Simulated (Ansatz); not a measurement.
## Cu(100) / 1 layer Rh(100) / Cu(100): resistance against film thickness

Wanted: interface resistance and thickness dependence for Cu(100) / 1 layer Rh(100) / Cu(100).

Main program and level: Ansatz 0.2.0; Ansatz plane-wave DFT, PBE, PAW files; ballistic transport by layer matching (Landauer), zero bias; PAW set soft_1.

Report form: the programs' logs are mostly left out.

### Step 1. The starting structure

The cell holds 12 atoms: 11 Cu and 1 Rh. Cell: a = 2.556 Å, b = 2.556 Å, c = 21.987 Å, α = 90.0°, β = 90.0°, γ = 90.0°. It derives from Cu and Rh. Regions: lead, 11 atoms (11 Cu); films, 1 atom (1 Rh). The structure is stacked along c, and the current runs across the ab planes.

### Step 2. With 1 layer

The film is laid into the lead at the lead's in-plane lattice, and the cell closes on the lead's own image. The mesh across the current, 28×28, is finer than the density's, because channels open and close sharply across the zone. Energies from -1 to 1 eV in steps of 0.036 eV cover the slope of the Fermi function at 300 K, so the program can form a conductance.

input.yaml

```yaml
crystal:
  lattice:
    - [2.5561627297, 0.0, 0.0]
    - [0.0, 2.5561627297, 0.0]
    - [0.0, 0.0, 21.9869123773]
  atoms:
    - { symbol: Cu, position: [0.0, 0.0, 0.0411035431] }
    - { symbol: Cu, position: [0.5, 0.5, 0.1233106292] }
    - { symbol: Cu, position: [0.0, 0.0, 0.2055177154] }
    - { symbol: Cu, position: [0.5, 0.5, 0.2877248015] }
    - { symbol: Cu, position: [0.0, 0.0, 0.3699318877] }
    - { symbol: Rh, position: [0.5, 0.5, 0.4588964569] }
    - { symbol: Cu, position: [0.0, 0.0, 0.5478610262] }
    - { symbol: Cu, position: [0.5, 0.5, 0.6300681123] }
    - { symbol: Cu, position: [0.0, 0.0, 0.7122751985] }
    - { symbol: Cu, position: [0.5, 0.5, 0.7944822846] }
    - { symbol: Cu, position: [0.0, 0.0, 0.8766893708] }
    - { symbol: Cu, position: [0.5, 0.5, 0.9588964569] }
kpoints:
  mp_grid: { grid: [15, 15, 2] }
hamiltonian:
  xc: pbe
  pseudopotentials: { kind: paw, azcp: { folder: soft_1 } }
scf:
  occupations: { method: fermi_dirac, width: 0.1 }
output:
  transmission: { leads: [[0, 1]], kmesh: [28, 28], e_range: [-1.0, 1.0], de: 0.036 }
  write_potential: true
  write_density: true
  volumetric_format: npy
  elf: true
```

The run is started by

```console
> ansatz run input.yaml --threads 4 --pin off --max-ram 15360MiB --backend cpu --events-out ev --progress --plain --runs-dir out
```

Run time: 1.9 min. Hardware: 4 threads of Intel Xeon Platinum 8375C at 2.90GHz (Ice Lake), shared host; peak memory 1.4 GiB.

Numbers from this step:

- free energy: -79279.7685 eV
- energy at zero smearing: -79279.6758 eV
- Fermi energy: 16.92 eV
- cell area: 6.534 Å²
- step of the lead's potential: 0.9 meV
- ballistic conductance of the lead: 1.08e15 S/m²
- estimated errors of the lead's conductance: 0, 3.4, 0.1 % (band edges, k-mesh, distance from neutral)
- lead conductance per cell: 0.9132 G₀
- conductance of the junction: 6.22e14 S/m²
- junction conductance per cell: 0.5248 G₀
- estimated errors of the junction's conductance: 0.4, 0, 5.6, 0.5, 1.7 % (energy step, band edges, k-mesh, leads' steps, distance from neutral)
- area resistance that the stack adds (contact term taken off, spin by spin): 0.6836 fΩ m²

Per spin. The transmission, zone mean by energy, zero at the Fermi level:

energy (eV), transmission, zone mean and a bar from the least value:
```
   -1.000      0.403 #
   -0.964      0.393 
   -0.892      0.405 #
   -0.856      0.424 ###
   -0.784      0.455 ######
   -0.748      0.454 ######
   -0.676      0.449 #####
   -0.640      0.437 ####
   -0.568      0.465 #######
   -0.532      0.482 ########
   -0.460      0.496 ##########
   -0.424      0.505 ###########
   -0.388      0.510 ###########
   -0.352      0.485 #########
   -0.316      0.477 ########
   -0.244      0.478 ########
   -0.208      0.468 #######
   -0.136      0.480 ########
   -0.100      0.483 ########
   -0.028      0.513 ###########
    0.008      0.522 ############
    0.080      0.567 ################
    0.116      0.596 ###################
    0.188      0.608 ####################
    0.224      0.614 #####################
    0.296      0.629 ######################
    0.332      0.628 ######################
    0.404      0.642 #######################
    0.440      0.638 #######################
    0.512      0.656 #########################
    0.548      0.658 #########################
    0.620      0.668 ##########################
    0.656      0.673 ##########################
    0.728      0.684 ###########################
    0.764      0.692 ############################
    0.836      0.706 #############################
    0.872      0.713 ##############################
    0.944      0.712 ##############################
    0.980      0.712 ##############################
```

Per spin. Open channels, zone mean, lead against energy, zero at the Fermi level:

energy (eV), open channels, zone mean, lead and a bar from the least value:
```
   -1.000      0.772 
   -0.892      0.812 ######
   -0.820      0.828 #########
   -0.712      0.823 ########
   -0.640      0.833 #########
   -0.532      0.864 ##############
   -0.424      0.884 #################
   -0.352      0.884 #################
   -0.244      0.879 #################
   -0.136      0.909 #####################
   -0.064      0.920 #######################
    0.008      0.909 #####################
    0.044      0.930 ########################
    0.116      0.930 ########################
    0.224      0.940 ##########################
    0.332      0.930 ########################
    0.404      0.950 ############################
    0.512      0.930 ########################
    0.620      0.950 ############################
    0.692      0.960 #############################
    0.800      0.960 #############################
    0.872      0.960 #############################
    0.980      0.966 ##############################
```

Transmission over k1 and k2. At 0.0080 eV from the Fermi level.

Ten even steps from '0' (0.00) to '9' (1.00), each cell a mean:
```
0000131000000090000000131000
0001552111113191311111255100
0044543234656090656432345440
0264488889986292689988884462
0021499999998797899999994120
0011399999999999999999993110
0011599999993797399999995110
0011999999615787516999999110
0013778996256777652699877310
0014247894666787666498742410
0777789998877999778899987777
0012137895777797777598731210
0014678994356777653499876410
0011999999525787525999999110
0011699999971797179999996110
0011399999999999999999993110
0021499999998797899999994120
0253489999987393789999984352
0055554345875090578543455550
0001652111115191511111256100
0000241111100191001111142000
0000000000000020000000000000
```
Columns: k1 (b1) from -0.5 to 0.464; rows upwards: k2 (b2) from -0.5 to 0.464.

Open channels over k1 and k2. At 0.0080 eV from the Fermi level.

Ten even steps from '0' (0.00) to '9' (1.86), each cell a mean:
```
0001155555555555555555551100
0025555555555555555555555520
0055555555555555555555555550
0455555555555555555555555554
0555555555555555555555555555
0555555555555555555555555555
7555555555555555555555555555
9555555555555555555555555555
0555555555555555555555555555
0555555555555555555555555555
0555555555555555555555555555
0555555555555555555555555555
0555555555555555555555555555
6555555555555555555555555555
9555555555555555555555555555
0555555555555555555555555555
0555555555555555555555555555
0555555555555555555555555555
0055555555555555555555555550
0035555555555555555555555530
0002255555555555555555552200
0000011119911111119911110000
```
Columns: k1 (b1) from -0.5 to 0.464; rows upwards: k2 (b2) from -0.5 to 0.464.

Electrostatic potential energy in the ca plane at fractional y = 0.500, with atoms of Cu and Rh within 0.2 Å of it. With pseudopotentials it is smooth inside the atoms' cores, unlike the true potential.

Ten even steps from '0' (-53 eV) to '9' (20 eV), each cell a mean:
```
99998899999999899999999988899999999899999999
99975579999997558999999743589999997568999999
99841158999984115899998410269999973126999997
99730038999972003899998300059999961005999996
99830048999983004899998300169999972015999996
99964469999996447999999632479999985347999998
99998899999999889999999876799999998889999999
99999999999999999999999999999999999999999999
```
Columns run along c (16.0 Å, from fractional 0.05 to 0.78 of the cell; values clipped at the 3rd and 97th percentile), rows up along a (2.6 Å). Atoms in or near the plane, at fractional coordinates: Cu at (0.12, 0.50), Cu at (0.29, 0.50), Rh at (0.46, 0.50), Cu at (0.63, 0.50).

Valence density in the ca plane at fractional y = 0.500, with atoms of Cu and Rh within 0.2 Å of it. It is the smooth field of the valence electrons, not physical close to the nuclei.

Ten steps, logarithmic in the rise over the least value, from '0' (0 e/Å³) to '9' (51 e/Å³), each cell a mean:
```
00000000000000000000000011100000000000000000
00013310000001331000000234310000002321000000
00147731000014773000001356520000015762000001
00159951000016995100001467630000027983000002
00158841000015884100001466520000026873000002
00024420000002442000000245410000013431000001
00001100000000110000000122100000001110000000
00000000000000000000000001000000000000000000
```
Columns run along c (16.0 Å, from fractional 0.05 to 0.78 of the cell), rows up along a (2.6 Å). Atoms in or near the plane, at fractional coordinates: Cu at (0.12, 0.50), Cu at (0.29, 0.50), Rh at (0.46, 0.50), Cu at (0.63, 0.50).

ELF in the ca plane at fractional y = 0.500, with atoms of Cu and Rh within 0.2 Å of it. It is the smooth field of the valence electrons, not physical close to the nuclei.

Ten even steps from '0' (0.15) to '9' (0.75), each cell a mean:
```
11110011111110001211111112111101210001211121
11000000111100000111111255411111100000111110
11001100111100110011111588731111000200011100
10007700011000760001112799851111002840011100
11004400111000440011112699841111001520011100
11000000111100000011111367521111100000011110
11100001111110000111111123211111110000111111
11211112111121111210012111112101221012211122
```
Columns run along c (16.0 Å, from fractional 0.05 to 0.78 of the cell), rows up along a (2.6 Å). Atoms in or near the plane, at fractional coordinates: Cu at (0.12, 0.50), Cu at (0.29, 0.50), Rh at (0.46, 0.50), Cu at (0.63, 0.50).

The lead's potential steps by 0.9 meV from period to period, small in itself. The program estimates the junction's conductance to 5.6 % from the k-mesh, 1.7 % from the leads' distance from neutral and 0.5 % from their steps.

By hand: 1/G − 1/G_lead = 1/0.6223 − 1/1.083 = 0.684 fΩ m² with G in 10¹⁵ S/m².

### Step 3. With 3 layers, k-mesh 15×15×1, film layers 3

The stack now holds 3 film layers; the k-mesh follows the cell, and the energies span -0.27 to 0.27 eV.

System of this step: Cu(100) / 3 layers Rh(100) / Cu(100). The cell holds 14 atoms: 11 Cu and 3 Rh. Its edges and angles: a = 2.556 Å, b = 2.556 Å, c = 26.196 Å, α = 90.0°, β = 90.0°, γ = 90.0°. It derives from Cu and Rh. Regions: lead, 11 atoms (11 Cu); films, 3 atoms (3 Rh). The structure is stacked along c, and the current runs across the ab planes.

input.yaml

```yaml
crystal:
  lattice:
    - [2.5561627297, 0.0, 0.0]
    - [0.0, 2.5561627297, 0.0]
    - [0.0, 0.0, 26.1961771318]
  atoms:
    - { symbol: Cu, position: [0.0, 0.0, 0.0344989269] }
    - { symbol: Cu, position: [0.5, 0.5, 0.1034967807] }
    - { symbol: Cu, position: [0.0, 0.0, 0.1724946345] }
    - { symbol: Cu, position: [0.5, 0.5, 0.2414924883] }
    - { symbol: Cu, position: [0.0, 0.0, 0.3104903421] }
    - { symbol: Rh, position: [0.5, 0.5, 0.3851598704] }
    - { symbol: Rh, position: [0.0, 0.0, 0.4655010731] }
    - { symbol: Rh, position: [0.5, 0.5, 0.5458422758] }
    - { symbol: Cu, position: [0.0, 0.0, 0.6205118041] }
    - { symbol: Cu, position: [0.5, 0.5, 0.6895096579] }
    - { symbol: Cu, position: [0.0, 0.0, 0.7585075117] }
    - { symbol: Cu, position: [0.5, 0.5, 0.8275053655] }
    - { symbol: Cu, position: [0.0, 0.0, 0.8965032193] }
    - { symbol: Cu, position: [0.5, 0.5, 0.9655010731] }
kpoints:
  mp_grid: { grid: [15, 15, 1] }
hamiltonian:
  xc: pbe
  pseudopotentials: { kind: paw, azcp: { folder: soft_1 } }
scf:
  occupations: { method: fermi_dirac, width: 0.1 }
output:
  transmission:
    leads: [[0, 1]]
    kmesh: [28, 28]
    e_range: [-0.27, 0.27]
    de: 0.036
  write_potential: true
  write_density: true
  volumetric_format: npy
```

Run time: 52 s. Hardware: 4 threads; peak memory 1.3 GiB.

This step gave:

```
free energy                                                                : -92085.3365 eV
energy at zero smearing                                                    : -92085.1908 eV
Fermi energy                                                               : 17.78 eV
step of the lead's potential                                               : 0.6 meV
lead conductance per cell                                                  : 0.9129 G₀
conductance of the junction                                                : 7.13e14 S/m²
junction conductance per cell                                              : 0.6016 G₀
estimated errors of the junction's conductance                             : 0.1, 0.1, 6.8, 0.4, 0.3 % (energy step, band edges, k-mesh, leads' steps, distance from neutral)
area resistance that the stack adds (contact term taken off, spin by spin) : 0.4779 fΩ m²
```

Per spin. The transmission, zone mean by energy, zero at the Fermi level:

```csv
energy (eV),"transmission, zone mean"
-0.270,0.570
-0.234,0.569
-0.198,0.588
-0.162,0.599
-0.126,0.608
-0.090,0.607
-0.054,0.607
-0.018,0.604
0.018,0.603
0.054,0.592
0.090,0.591
0.126,0.580
0.162,0.568
0.198,0.574
0.234,0.555
0.270,0.555
```

The conductance of the junction is 7.1e14 S/m², 15 % over the 6.2e14 S/m² of the last finished run.

### Step 4. With 5 layers, k-mesh 15×15×1, film layers 5

The stack now holds 5 film layers; the k-mesh follows the cell, and the energies span -0.27 to 0.27 eV.

System of this step: Cu(100) / 5 layers Rh(100) / Cu(100). The cell holds 16 atoms: 11 Cu and 5 Rh. Cell: a = 2.556 Å, b = 2.556 Å, c = 30.405 Å, α = 90.0°, β = 90.0°, γ = 90.0°. It derives from Cu and Rh. Regions: lead, 11 atoms (11 Cu); films, 5 atoms (5 Rh). The structure is stacked along c, and the current runs across the ab planes.

input.yaml, the sections that differ from step 3:

```yaml
crystal:
  lattice:
    - [2.5561627297, 0.0, 0.0]
    - [0.0, 2.5561627297, 0.0]
    - [0.0, 0.0, 30.4054418863]
  atoms:
    - { symbol: Cu, position: [0.0, 0.0, 0.0297229688] }
    - { symbol: Cu, position: [0.5, 0.5, 0.0891689063] }
    - { symbol: Cu, position: [0.0, 0.0, 0.1486148439] }
    - { symbol: Cu, position: [0.5, 0.5, 0.2080607815] }
    - { symbol: Cu, position: [0.0, 0.0, 0.267506719] }
    - { symbol: Rh, position: [0.5, 0.5, 0.3318391565] }
    - { symbol: Rh, position: [0.0, 0.0, 0.4010580939] }
    - { symbol: Rh, position: [0.5, 0.5, 0.4702770312] }
    - { symbol: Rh, position: [0.0, 0.0, 0.5394959686] }
    - { symbol: Rh, position: [0.5, 0.5, 0.6087149059] }
    - { symbol: Cu, position: [0.0, 0.0, 0.6730473434] }
    - { symbol: Cu, position: [0.5, 0.5, 0.732493281] }
    - { symbol: Cu, position: [0.0, 0.0, 0.7919392185] }
    - { symbol: Cu, position: [0.5, 0.5, 0.8513851561] }
    - { symbol: Cu, position: [0.0, 0.0, 0.9108310937] }
    - { symbol: Cu, position: [0.5, 0.5, 0.9702770312] }
# kpoints, hamiltonian, scf, output: as in step 3
```

Wall time 69 s (4 threads); peak memory 1.6 GiB.

This step gave:

* free energy: -104890.9215 eV
* energy at zero smearing: -104890.7273 eV
* Fermi energy: 18.42 eV
* estimated errors of the lead's conductance: 0, 3.4, 0.2 % (band edges, k-mesh, distance from neutral)
* lead conductance per cell: 0.9132 G₀
* conductance of the junction: 7.41e14 S/m²
* junction conductance per cell: 0.6250 G₀
* estimated errors of the junction's conductance: 0, 0, 5.9, 0.4, 0.5 % (energy step, band edges, k-mesh, leads' steps, distance from neutral)
* area resistance that the stack adds (contact term taken off, spin by spin): 0.4258 fΩ m²

Per spin. Transmission, zone mean against energy, zero at the Fermi level:

```csv
energy (eV),"transmission, zone mean"
-0.270,0.585
-0.234,0.622
-0.198,0.634
-0.162,0.630
-0.126,0.639
-0.090,0.634
-0.054,0.632
-0.018,0.640
0.018,0.617
0.054,0.617
0.090,0.612
0.126,0.604
0.162,0.624
0.198,0.584
0.234,0.549
0.270,0.601
```

The conductance of the junction is 7.4e14 S/m², 3.9 % over the 7.1e14 S/m² of the last finished run, within the error estimates, leads' steps apart, of 6.8 and 5.9 %.

### Step 5. With 7 layers, k-mesh 15×15×1, film layers 7

The stack now holds 7 film layers; the k-mesh follows the cell, and the energies span -0.27 to 0.27 eV.

System of this step: Cu(100) / 7 layers Rh(100) / Cu(100). The cell holds 18 atoms: 11 Cu and 7 Rh. Its edges and angles: a = 2.556 Å, b = 2.556 Å, c = 34.615 Å, α = 90.0°, β = 90.0°, γ = 90.0°. It derives from Cu and Rh. Regions: lead, 11 atoms (11 Cu); films, 7 atoms (7 Rh). The structure is stacked along c, and the current runs across the ab planes.

input.yaml, the sections that differ from step 4:

```yaml
crystal:
  lattice:
    - [2.5561627297, 0.0, 0.0]
    - [0.0, 2.5561627297, 0.0]
    - [0.0, 0.0, 34.6147066408]
  atoms:
    - { symbol: Cu, position: [0.0, 0.0, 0.0261085558] }
    - { symbol: Cu, position: [0.5, 0.5, 0.0783256674] }
    - { symbol: Cu, position: [0.0, 0.0, 0.130542779] }
    - { symbol: Cu, position: [0.5, 0.5, 0.1827598906] }
    - { symbol: Cu, position: [0.0, 0.0, 0.2349770022] }
    - { symbol: Rh, position: [0.5, 0.5, 0.2914863989] }
    - { symbol: Rh, position: [0.0, 0.0, 0.3522880807] }
    - { symbol: Rh, position: [0.5, 0.5, 0.4130897624] }
    - { symbol: Rh, position: [0.0, 0.0, 0.4738914442] }
    - { symbol: Rh, position: [0.5, 0.5, 0.534693126] }
    - { symbol: Rh, position: [0.0, 0.0, 0.5954948077] }
    - { symbol: Rh, position: [0.5, 0.5, 0.6562964895] }
    - { symbol: Cu, position: [0.0, 0.0, 0.7128058861] }
    - { symbol: Cu, position: [0.5, 0.5, 0.7650229978] }
    - { symbol: Cu, position: [0.0, 0.0, 0.8172401094] }
    - { symbol: Cu, position: [0.5, 0.5, 0.869457221] }
    - { symbol: Cu, position: [0.0, 0.0, 0.9216743326] }
    - { symbol: Cu, position: [0.5, 0.5, 0.9738914442] }
# kpoints, hamiltonian, scf, output: as in step 4
```

Elapsed: 88 s, on 4 threads; peak memory 1.9 GiB; 5.4 min of CPU time.

Numbers from this step:

| Property | Result |
| --- | --- |
| free energy | -117696.4923 eV |
| energy at zero smearing | -117696.2481 eV |
| Fermi energy | 18.90 eV |
| step of the lead's potential | 0.9 meV |
| estimated errors of the lead's conductance | 0, 3.4, 0.1 % (band edges, k-mesh, distance from neutral) |
| lead conductance per cell | 0.9130 G₀ |
| conductance of the junction | 7.33e14 S/m² |
| junction conductance per cell | 0.6179 G₀ |
| estimated errors of the junction's conductance | 0.4, 0, 7.7, 0.8, 0.3 % (energy step, band edges, k-mesh, leads' steps, distance from neutral) |
| area resistance that the stack adds (contact term taken off, spin by spin) | 0.4411 fΩ m² |

Per spin. The transmission, zone mean by energy, zero at the Fermi level:

```csv
energy (eV),"transmission, zone mean"
-0.270,0.563
-0.234,0.588
-0.198,0.594
-0.162,0.602
-0.126,0.600
-0.090,0.612
-0.054,0.628
-0.018,0.630
0.018,0.619
0.054,0.599
0.090,0.604
0.126,0.606
0.162,0.578
0.198,0.589
0.234,0.628
0.270,0.532
```

The conductance of the junction is 7.3e14 S/m², 1.1 % under the 7.4e14 S/m² of the last finished run, within the error estimates, leads' steps apart, of 5.9 and 7.7 %.

[end of part 1 of 2]

[Logs are printed without paths, hosts, clocks, repeated set-up lines and the standing remarks that a program may print on its own settings, such as how far it seeks lower states.]

[Hosts, paths, dates, database ids (printed as entryN), source tags and the programs' standing remarks are cut or masked in the printed files.]
